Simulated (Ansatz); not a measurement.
**Ca in Ansatz: the effect of target pressure**

The system is Ca.

```
Ca
1.0
     3.98000    0.00000    0.00000
    -1.99000    3.44678    0.00000
     0.00000    0.00000    6.52000
Ca
2
Direct
  0.66667 0.33333 0.75000
  0.33333 0.66667 0.25000
```

This isn't the form of Ca at room conditions, which is fcc.

Alike in all runs:

* Program: Ansatz 0.2.0
* Task: relaxation of cell and atoms
* Functional: PBEsol
* Potentials or basis: Ansatz PAW
* Cutoff: 420 eV (not typed: the program's choice for these potentials)
* k mesh: 8 × 8 × 4
* Occupations: fermi-dirac, width 0.05 eV
* Spin: no spin polarisation

Each run relaxes the cell or the atoms first.

```csv
target pressure,relaxed volume (Å³/atom)
0 GPa,40.80
2 GPa,37.16
5 GPa,33.36
10 GPa,29.04
20 GPa,23.93
30 GPa,?
```

Question: What does the run with target pressure 30 GPa give?

Answer: Relaxed volume 20.89 Å³/atom.

Worked out: In Murnaghan's law V^(-B') rises as a straight line in P. The other rows fit best with B' = 2.2, V0 = 40.78 Å³/atom and B0 = 20 GPa, which gives 20.92 Å³/atom at 30 GPa, against the run's 20.89.

Caveats: the plane-wave basis is chosen anew once the cell has moved, so the energies of steps on either side of that aren't comparable; the PAW data sets come from PBE, with cores solved anew for the run's functional, which leaves a small shift of forces and pressure; the volume moved by over 15 % at a fixed basis, so the end points are rough (some runs).
